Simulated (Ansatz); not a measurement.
## Pb in Ansatz: the effect of functional

Pb:

```
Pb
1.0
     3.40896    0.00000    0.00000
    -1.70448    2.95225    0.00000
     0.00000    0.00000    5.47589
Pb
2
Direct
  0.66667 0.33333 0.75000
  0.33333 0.66667 0.25000
```

This isn't the form of Pb at room conditions, which is fcc.

The cell isn't the ideal one: volume scaled by 0.94.

Alike in all runs:

| Property | Result |
| --- | --- |
| Program | Ansatz 0.2.0 |
| Task | single point |
| Potentials or basis | Ansatz PAW |
| k mesh | 9 × 9 × 5 |
| Occupations | fermi-dirac, width 0.05 eV |
| Spin | no spin polarisation |

```csv
functional,cutoff,pressure (GPa)
LDA,420 eV (not typed: the program's choice for these potentials),?
PBE,420 eV (not typed: the program's choice for these potentials),8.2
PBEsol,420 eV (not typed: the program's choice for these potentials),4.7
r2SCAN,500 eV (not typed: the program's choice for these potentials),6.9
```

Q: What does the run with functional LDA give?

A: Pressure 2.9 GPa.

Caveats: the PAW data sets come from PBE, with cores solved anew for the run's functional, which leaves a small shift of forces and pressure (some runs).
